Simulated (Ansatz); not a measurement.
Bi in Ansatz: the effect of functional

Bi:

```
CELL_PARAMETERS angstrom
3.53451 -3.17380 0.00000
3.53451 3.17380 0.00000
-1.27682 0.00000 3.15452
ATOMIC_POSITIONS crystal
Bi 0.75306 0.75306 0.85738
Bi 0.24694 0.24694 0.14262
```

This isn't the form of Bi at room conditions, which is rhombohedral.

The cell isn't the ideal one: volume scaled by 1.04.

Alike in all runs:

| Quantity | Value |
| --- | --- |
| Program | Ansatz 0.2.0 |
| Task | single point |
| Potentials or basis | Ansatz PAW |
| k mesh | 6 × 6 × 9 |
| Occupations | fermi-dirac, width 0.05 eV |
| Spin | no spin polarisation |

```tsv
functional	cutoff	pressure (GPa)	largest force (eV/Å)
LDA	420 eV (not typed: the program's choice for these potentials)	-5.1	0.14
PBEsol	420 eV (not typed: the program's choice for these potentials)	-4.0	0.11
r2SCAN	500 eV (not typed: the program's choice for these potentials)	?	?
```

**Question.** What does the run with functional r2SCAN give?

**Answer.** Pressure -2.6 GPa; largest force 0.20 eV/Å.

Caveats: the PAW data sets come from PBE, with cores solved anew for the run's functional, which leaves a small shift of forces and pressure.
